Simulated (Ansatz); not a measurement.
Runs of Ansatz 0.2.0 on AlN. Symmetry: P6_3mc, No. 186, hexagonal system. The conventional cell has a = 3.113 Å, b = 3.113 Å, c = 4.981 Å, α = 90.00°, β = 90.00°, γ = 120.00°. Al (site symmetry 3m) is surrounded by 4 N at 1.89 Å. N (site symmetry 3m) is surrounded by 4 Al at 1.89 Å. 

```csv
cell,gap on the mesh (eV),pressure (GPa)
relaxed to 10 GPa,4.49,10.0
relaxed,4.11,0.0
relaxed to 20 GPa,(b),20.0
relaxed to 30 GPa,(a),30.0
relaxed to 5 GPa,4.31,5.0
```

Alike in all rows: task relaxation of cell and atoms; level PBEsol; potentials or basis all-electron LAPW, scalar-relativistic; no spin polarisation; k mesh 10 × 10 × 6; smearing fermi-dirac 0.05 eV; basis error allowed 0.002 eV/atom.

Question: Estimate the missing entries.

Answer: (a) 5.03; (b) 4.81.

A k mesh can miss the band edges.
